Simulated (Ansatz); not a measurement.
How settings move the results for Cr

```
Cr
1.0
     2.34067    0.00000    0.00000
     0.00000    2.34067    0.00000
     0.00000    0.00000    2.34067
Cr
1
Cartesian
  0.0000 0.0000 0.0000
```

The structure comes from a relaxation in the same program, started in the sc type, and has space group Pm-3m. Whether it is a known phase or the ground state wasn't checked.

Method: Ansatz 0.2.0, DFT, PBE, all-electron LAPW, scalar-relativistic.

Settings: a Γ-centred 16×16×16 k mesh, Fermi–Dirac smearing of 0.05 eV, basis error target 0.25 meV/atom, spin-polarised from start moments Cr 3 μB (the moments died away, and the run ended non-magnetic). One setting is then changed at a time.

```csv
basis error target (meV/atom),free energy less the base's (meV/atom),P (GPa),cutoff chosen (eV)
0.25 (base),0.0,-0.06,395
3,0.7,-0.05,303
10,2.5,-0.04,262
30,?,?,226
0.1,0.0,-0.06,431
```

Problem. Give the missing entry: row "30", column "P (GPa)".

Solution. 0.01.

Problem. Fill in "free energy less the base's (meV/atom)" for the row "30".

Solution. 7.4.
